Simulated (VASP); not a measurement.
# MoP (P-6m2) in VASP: further runs, part 2 of 2

VASP 6.6.1.

### 4 Relaxation of cell and atoms, r2SCAN

The input, INCAR:

```
PREC = Accurate
ENCUT = 600
EDIFF = 1E-6
ISMEAR = 1
SIGMA = 0.1
LREAL = F
LASPH = T
NELM = 80
ALGO = Normal
ISIF = 3
LWAVE = F
LCHARG = F
METAGGA = R2SCAN
LMIXTAU = T
IBRION = 2
NSW = 90
EDIFFG = -0.01
```

The input, KPOINTS:

```
regular mesh
0
Gamma
  15 15 11
```

The input, POSCAR:

```
MoP
1.0
    3.2230000000      0.0000000000      0.0000000000
   -1.6115000000      2.7911998764      0.0000000000
    0.0000000000      0.0000000000      3.1910000000
Mo P
1 1
Direct
    0.0000000000      0.0000000000      0.0000000000
    0.3333333333      0.6666666667      0.5000000000
```

Potentials or basis: VASP PAW PBE potentials, release 64 (Mo_sv, P).

On the command line:

```bash
$ cat potpaw_PBE.64/Mo_sv/POTCAR potpaw_PBE.64/P/POTCAR > POTCAR
$ mpirun -np 1 vasp_std > vasp.out
```

OUTCAR:

```text
PREC = Accurate
   ENCUT = 600
   EDIFF = 1E-6
   ISMEAR = 1
   LREAL = F
   LASPH = T
   NELM = 80
   ISIF = 3
   METAGGA = R2SCAN
   IBRION = 2
   NSW = 90
   EDIFFG = -0.01

 ion  position               nearest neighbor table
   1  0.000  0.000  0.000-   2 2.45   2 2.45   2 2.45   2 2.45   2 2.45   2 2.45
   2  0.333  0.667  0.500-   1 2.45   1 2.45   1 2.45   1 2.45   1 2.45   1 2.45

  LATTYP: Found a hexagonal cell.
 ALAT       =     3.2230000000
 C/A-ratio  =     0.9900713621

  Lattice vectors:

 A1 = (   3.2230000000,   0.0000000000,   0.0000000000)
 A2 = (  -1.6115000000,   2.7911998764,   0.0000000000)
 A3 = (   0.0000000000,   0.0000000000,   3.1910000000)

Analysis of symmetry for initial positions (statically):
=====================================================================
 Subroutine PRICEL returns:
 Original cell was already a primitive cell.

 Routine SETGRP: Setting up the symmetry group for a
 hexagonal supercell.

 Subroutine GETGRP returns: Found 12 space group operations
 (whereof 12 operations were pure point group operations)
 out of a pool of 24 trial point group operations.

The static configuration has the point symmetry D_3h.

[... 172 lines left out ...]
  in kB       16.4078792     16.4078792     -1.9638178     -0.0000000      0.0000000      0.0000000
  external PRESSURE =      10.2839802 kB  Pullay stress =       0.0000000 kB
[... 131 lines left out ...]
--------------------------------------- Ionic step        5  -------------------------------------------

 number of electron      18.9999999 magnetization

 Free energy of the ion-electron system (eV)
  ---------------------------------------------------
  ext. energy  EPLUGINS =         0.00000000
  ---------------------------------------------------
  free energy    TOTEN  =       -36.45875753 eV

  energy without entropy =      -36.45828069  energy(sigma->0) =      -36.45859859

 E-fermi :  11.8479     XC(G=0): -13.4915

 val. band max:       11.8478397118   @ k =   0.4000   0.1333   0.0909
 cond. band min:      11.8521455243   @ k =   0.1333   0.0667   0.0000
 fundamental gap:      0.0043058125
 Fermi energy:        11.8478602708

 k-point     1 :       0.0000    0.0000    0.0000
  band No.  band energies     occupation
      1     -51.3107      2.00000
      2     -24.7233      2.00000
      3     -24.5348      2.00000
      4     -24.5348      2.00000
      5      -2.7669      2.00000
      6       7.5962      2.00000
      7       8.3095      2.00000
      8       8.3095      2.00000
      9      11.0971      2.00000
     10      12.0945     -0.00269
     11      12.0945     -0.00269
     12      16.1524      0.00000
     13      16.1524      0.00000
[... 354 lines left out ...]
  band No.  band energies     occupation
      1     -51.2729      2.00000
      2     -24.8520      2.00000
      3     -24.6946      2.00000
      4     -24.6704      2.00000
      5       0.2067      2.00000
      6       4.6530      2.00000
      7       7.0827      2.00000
      8       7.8235      2.00000
      9      10.6130      2.00000
     10      10.9855      2.00000
     11      12.8004     -0.00000
     12      13.6204     -0.00000
     13      18.1664      0.00000

 [... further k-points ...]
[... 5 lines left out ...]
  --------------------------------------------------------------------------------------
  -------------------------------------------------------------------------------------
  Total       -0.0008822     -0.0008822      0.0115741      0.0000000     -0.0000000      0.0000000
  in kB       -0.0489670     -0.0489670      0.6424480      0.0000000     -0.0000000      0.0000000
  external PRESSURE =       0.1815047 kB  Pullay stress =       0.0000000 kB
[... 17 lines left out ...]
  FREE ENERGIE OF THE ION-ELECTRON SYSTEM (eV)
  ---------------------------------------------------
  free  energy   TOTEN  =       -36.4587575350 eV

  energy  without entropy=      -36.4582806895  energy(sigma->0) =      -36.45859859

 reached required accuracy - stopping structural energy minimisation
```

CONTCAR:

```text
MoP
   1.00000000000000
     3.2367461725912330   -0.0000000000000000    0.0000000000000000
    -1.6183730862956165    2.8031044110688486    0.0000000000000000
    -0.0000000000000000    0.0000000000000000    3.1813644627009330
  Mo              P
     1     1
Direct
     0.0000000000000000    0.0000000000000000    0.0000000000000000
     0.3333333332999970    0.6666666667000030    0.5000000000000000

  0.00000000E+00  0.00000000E+00  0.00000000E+00
  0.00000000E+00  0.00000000E+00  0.00000000E+00
```

Wall time 11 min (1 thread of Intel Xeon Platinum 8488C (Sapphire Rapids), shared host); peak memory 0.23 GiB.

What came out:

* Free energy: -36.4588 eV
* Relaxed volume: 14.43 Å³/atom
* Relaxed cell: a = 3.237 Å, b = 3.237 Å, c = 3.181 Å, α = 90.00°, β = 90.00°, γ = 120.00°
* Space group after relaxing (to 0.05 Å): P-6m2 (No. 187)
* Energy gained by relaxing: 0.7 meV/atom
* Ionic steps: 5
* Pressure after relaxing: 0.0 GPa
* Band gap on the k mesh: none (metal or under the smearing width)

The path:
| step | energy change (eV) | largest force (eV/Å) | pressure (GPa) | volume (Å³) |
| --- | --- | --- | --- | --- |
| 1 | 0.0000 | 0.0000 | 1.03 | 28.71 |
| 2 | -0.0001 | 0.0000 | -1.74 | 29.09 |
| 3 | -0.0010 | 0.0000 | -0.40 | 28.90 |
| 4 | -0.0012 | 0.0000 | 0.30 | 28.84 |
| 5 | -0.0013 | 0.0000 | 0.02 | 28.86 |

Final structure:
```
CELL_PARAMETERS angstrom
3.23675 0.00000 0.00000
-1.61837 2.80310 0.00000
0.00000 0.00000 3.18136
ATOMIC_POSITIONS crystal
Mo 0.00000 0.00000 0.00000
P 0.33333 0.66667 0.50000
```

Levels at points of the mesh, in eV from the Fermi level:
```csv
k point,band 6,band 7,band 8,band 9,band 10,band 11,band 12,band 13
"(0.00, 0.00, 0.00)",-4.25,-3.54,-3.54,-0.75,0.25,0.25,4.30,4.30
```

Caveat: the PAW data sets were made with another functional, which shifts forces and pressure a little.

### 5 Relaxation of cell and atoms, r2SCAN

This run uses another cell than the first one, of 14.43 Å³/atom, 1.006 times its volume.

INCAR: that of step 4 with these lines changed.

```diff
@@ -2,3 +2,3 @@
 ENCUT = 600
-EDIFF = 1E-6
+EDIFF = 1E-7
 ISMEAR = 1
@@ -16,2 +16,2 @@
 NSW = 90
-EDIFFG = -0.01
+EDIFFG = -0.005
```

KPOINTS is that of step 4.

The input, POSCAR:

```
MoP                                     
1.0
    3.2367461726     -0.0000000000      0.0000000000
   -1.6183730863      2.8031044111      0.0000000000
   -0.0000000000      0.0000000000      3.1813644627
  Mo              P             
     1     1
Direct
     0.0000000000000000    0.0000000000000000    0.0000000000000000
     0.3333333332999970    0.6666666667000030    0.5000000000000000
```

On the command line:

```bash
$ cat potpaw_PBE.64/Mo_sv/POTCAR potpaw_PBE.64/P/POTCAR > POTCAR
$ mpirun -np 1 vasp_std > vasp.out
```

Run time: 6 min. Hardware: 1 thread of Intel Xeon Platinum 8488C (Sapphire Rapids), shared host; peak memory 0.23 GiB.

The run converged. Its results:

| Item | Value |
| --- | --- |
| Free energy | -36.4588 eV |
| Relaxed volume | 14.43 Å³/atom |
| Relaxed cell | a = 3.237 Å, b = 3.237 Å, c = 3.182 Å, α = 90.00°, β = 90.00°, γ = 120.00° |
| Space group after relaxing (to 0.05 Å) | P-6m2 (No. 187) |
| Energy gained by relaxing | 0.0 meV/atom |
| Ionic steps | 3 |
| Pressure after relaxing | 0.0 GPa |
| Band gap on the k mesh | none (metal or under the smearing width) |

Final structure:
```cif
data_structure
_symmetry_space_group_name_H-M 'P 1'
_symmetry_Int_Tables_number 1
_cell_length_a 3.2367
_cell_length_b 3.2367
_cell_length_c 3.1817
_cell_angle_alpha 90.000
_cell_angle_beta 90.000
_cell_angle_gamma 120.000
_cell_volume 28.87
loop_
_atom_site_label
_atom_site_type_symbol
_atom_site_fract_x
_atom_site_fract_y
_atom_site_fract_z
_atom_site_occupancy
Mo1 Mo 0.00000 0.00000 0.00000 1
P1 P 0.33333 0.66667 0.50000 1
```

Levels at points of the mesh, in eV from the Fermi level:
```
           k point  band 6  band 7  band 8  band 9  band 10  band 11  band 12  band 13
(0.00, 0.00, 0.00)   -4.25   -3.54   -3.54   -0.75     0.25     0.25     4.30     4.30
```

Caveat: the PAW data sets were made with another functional, which shifts forces and pressure a little.

### 6 Summary

| task | level | potentials or basis | cell | k mesh | cutoff (eV) | gap on the mesh (eV) | pressure (GPa) |
| --- | --- | --- | --- | --- | --- | --- | --- |
| relaxation of shape and atoms at fixed volume | PBE | VASP PAW PBE potentials, release 64 (Mo, P) | atoms relaxed at fixed volume from: a relaxed cell with its volume scaled by 1.04 | 8 × 8 × 6 | 300 | none | -8.0 |
| relaxation of shape and atoms at fixed volume | PBE | VASP PAW PBE potentials, release 64 (Mo, P) | atoms relaxed at fixed volume from: a relaxed cell with its volume scaled by 1.06 | 8 × 8 × 6 | 300 | none | -11.4 |
| relaxation of cell and atoms | r2SCAN | VASP PAW PBE potentials, release 64 (Mo_sv, P) | relaxed | 15 × 15 × 11 | 600 | none | 0.0 |

Alike in all rows: no spin polarisation; smearing methfessel-paxton 0.1 eV.

Caveats: the cutoff is under 1.25 times the usual one of these potentials, so pressure, stress and relaxed cells hold a basis-set (Pulay) error (some runs); the PAW data sets were made with another functional, which shifts forces and pressure a little (some runs).

Absolute energies hang on the potentials; compare differences alone.
